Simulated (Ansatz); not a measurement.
# ZnAu: a tetragonal deformation path

The task here is to estimate one member of a computed series from the others.

Computed with Ansatz 0.2.0 (DFT PBEsol, scalar-relativistic, plane waves, PAW, unless a step's input says otherwise).

**The structure to begin with**

The structure is cubic, space group Pm-3m (No. 221). Conventional cell: a = 3.147 Å, b = 3.147 Å, c = 3.147 Å, α = 90.00°, β = 90.00°, γ = 90.00°. Around Zn (site symmetry m-3m) lie 8 Au at 2.73 Å. Au (site symmetry m-3m) has 8 Zn at 2.73 Å as nearest neighbours.

Structure file:

```
CELL_PARAMETERS angstrom
3.14700 0.00000 0.00000
0.00000 3.14700 0.00000
0.00000 0.00000 3.14700
ATOMIC_POSITIONS crystal
Zn 0.50000 0.50000 0.50000
Au 0.00000 0.00000 0.00000
```

The structure comes from the Crystallography Open Database.

Set-up of the first run:

The input, input.yaml:

```yaml
crystal:
  lattice:
    - [3.147, 0.0, 0.0]
    - [0.0, 3.147, 0.0]
    - [0.0, 0.0, 3.147]
  atoms:
    - { symbol: Zn, position: [0.5, 0.5, 0.5] }
    - { symbol: Au, position: [0.0, 0.0, 0.0] }
basis:
  ecutwfc: 420
kpoints:
  mp_grid: { grid: [6, 6, 6] }
hamiltonian:
  xc: pbesol
scf:
  occupations: { method: gaussian, width: 0.1 }
output:
  forces: true
  stress: true
  eigenvalues: true
```

Among the steps run: Probe: one point at the start; Zero of the scan; ρ = 0.707; At ρ = 1.414; At ρ = 0.850; At ρ = 1.200; ρ = 0.780; At ρ = 1.300; Point ρ = 0.920; At ρ = 1.100; At ρ = 0.650.

One table of the session follows, with a row left open; its other results are not shown here.

It belongs to the step «The scan collected». Collected from the runs (energy zero: the undisturbed cell):

```
    ρ  ΔE (meV/atom)  pressure (GPa)
0.650          505.1            20.9
0.707          202.4             8.8
0.780           58.0             1.3
0.850           16.3            -1.3
0.920            3.0            -2.2
1.000            0.0            -2.5
1.100              ?               ?
1.200            8.5            -2.1
1.300           21.8            -1.8
1.414           44.9            -1.3
```

**Question.** Estimate the row for ρ = 1.100.

Worked estimate for «ΔE (meV/atom)». A straight line through the neighbours (1.000, 0.0) and (1.200, 8.5) gives 0.0 + (8.5 − 0.0) × (1.100 − 1.000) / (1.200 − 1.000) = 4.3; a parabola fitted to 4 rows on both sides gives 1.3.

The run gave: ΔE (meV/atom): 2.9; pressure (GPa): -2.3. In «ΔE (meV/atom)» the line misses by +1.4 and the parabola by -1.6.
